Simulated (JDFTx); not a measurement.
RbBr under changes of volume

One of the cells (40.248 Å³/atom); the others are scaled copies at fixed shape and fractional positions:

```
Rb Br
1.0
     0.00000    3.42700    3.42700
     3.42700    0.00000    3.42700
     3.42700    3.42700    0.00000
Rb Br
1 1
Direct
  0.00000 0.00000 0.00000
  0.50000 0.50000 0.50000
```

* Program: JDFTx 1.7.0 (patched build)
* Functional: PBE
* Potentials or basis: PseudoDojo-SR-PBE-0.5-standard
* Cutoff: 626 eV
* Density cutoff: 5007 eV
* k mesh: 7 × 7 × 7
* Occupations: fermi-dirac, width 0.05 eV
* Spin: no spin polarisation

```tsv
volume (Å³/atom)	energy over the lowest point (meV/atom)	pressure (GPa)	gap on the mesh (eV)
37.833	31.41	2.1	4.53
38.638	21.64	1.7	4.47
39.443	13.96	1.3	4.42
40.248	8.15	1.0	4.37
41.053	3.99	0.6	4.32
41.858	?	?	?
42.663	0.00	0.1	4.22
```

**Question.** What does the run at 41.858 Å³/atom give?

**Answer.** Energy over the lowest point 1.33 meV/atom; pressure 0.4 GPa; gap on the mesh 4.27 eV.

Worked out: A Birch-Murnaghan fit of order 3 (a polynomial in V^(-2/3)) to the other rows has its minimum at 43.16 Å³/atom, just outside them, with B0 = V·E''(V) = 11.9 GPa and B' = 5.0. It gives 1.33 meV/atom at 41.858 Å³/atom, against the run's 1.33, and -dE/dV = 0.4 GPa, against 0.4. A straight line through the other rows of the gap, of slope -2.55 eV per unit of ln V (its deformation potential), gives 4.27 eV, against the run's 4.27.

Energies are extrapolated to zero smearing.

Caveats: an odd mesh through Γ misses points on the zone boundary, where band edges often lie (some runs). Spin-orbit coupling on Br, Rb is left out.
